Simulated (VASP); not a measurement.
Set up this calculation in VASP 6.6.1, as the native input.

* Task: relaxation of cell and atoms
* Functional: PBE
* Potentials or basis: VASP PAW PBE potentials, release 64 (Al, Co)
* Cutoff: 600 eV
* k mesh: 14 × 14 × 14
* Occupations: methfessel-paxton, width 0.1 eV
* Spin: no spin polarisation
* Further INCAR settings: ALGO = Normal; EDIFF = 1e-07; IBRION = 2; EDIFFG = -0.005; NSW = 90; ISIF = 3

The structure of AlCo lies in POSCAR:

```
AlCo                                    
1.0
    2.8510783540     -0.0000000000      0.0000000000
    0.0000000000      2.8510783540     -0.0000000000
    0.0000000000      0.0000000000      2.8510783540
  Al              Co            
     1     1
Direct
     0.0000000000000000    0.0000000000000000    0.0000000000000000
     0.5000000000000000    0.5000000000000000    0.5000000000000000
```

The cell is a database's computed one.

The input as run:

INCAR

```
PREC = Accurate ; ENCUT = 600
EDIFF = 1E-7 ; ISMEAR = 1
SIGMA = 0.1 ; LREAL = False
LASPH = True ; NELM = 80
ALGO = Normal ; ISIF = 3
LWAVE = False ; LCHARG = False
GGA = PE ; IBRION = 2
NSW = 90 ; EDIFFG = -0.005
```

KPOINTS

```
Automatic mesh
0
Gamma
  14 14 14
```

Potentials or basis: VASP PAW PBE potentials, release 64 (Al, Co).

Run with:

```console
$ cat potpaw_PBE.64/Al/POTCAR potpaw_PBE.64/Co/POTCAR > POTCAR
$ mpirun -np 1 vasp_std > vasp.out
```

Results of the run:

```json
{
 "Pressure after relaxing": "0.0 GPa",
 "Band gap on the k mesh": "none (metal or under the smearing width)"
}
```

Caveat: the relaxation stopped at its first step, so nothing moved.

Run time: 8.3 s on 1 thread of Intel(R) Xeon(R) 6975P-C (Granite Rapids), with other jobs on the host, peak memory 0.17 GiB.
